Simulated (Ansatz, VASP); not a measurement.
TaN: VASP beside Ansatz

```
CELL_PARAMETERS angstrom
0.00000 2.23211 2.23211
2.23211 0.00000 2.23211
2.23211 2.23211 0.00000
ATOMIC_POSITIONS crystal
Ta 0.00000 0.00000 0.00000
N 0.50000 0.50000 0.50000
```

Alike in both runs: task single point; functional r2SCAN; k mesh 8 × 8 × 8; occupations gaussian, width 0.1 eV; no spin polarisation.

|  | VASP | Ansatz |
| --- | --- | --- |
| version | VASP 6.6.1 | Ansatz 0.2.0 |
| potentials or method | VASP PAW PBE potentials, release 64 (Ta_pv, N) | scalar-relativistic, plane waves, PAW |
| plane-wave cutoff (eV) | 520 | 500 |
| valence electrons in the cell | 16 | 18 |

VASP gave:

* gap on the k mesh at the Fermi level (eV): none
* pressure (GPa): -12.8

**Question.** What did Ansatz give for the same quantities?

**Answer.** gap on the k mesh at the Fermi level (eV): none; pressure (GPa): -14.4.

A gap of «none» marks a metal or a gap that the smearing closes. The functional is the same, so the differences come from potentials, cutoffs and numerics. The two sets of potentials don't hold the same shells in valence.

Caveats: the PAW data sets were made with another functional, which shifts forces and pressure a little (VASP). The runs have no spin-orbit coupling, so splittings on Ta are missing.
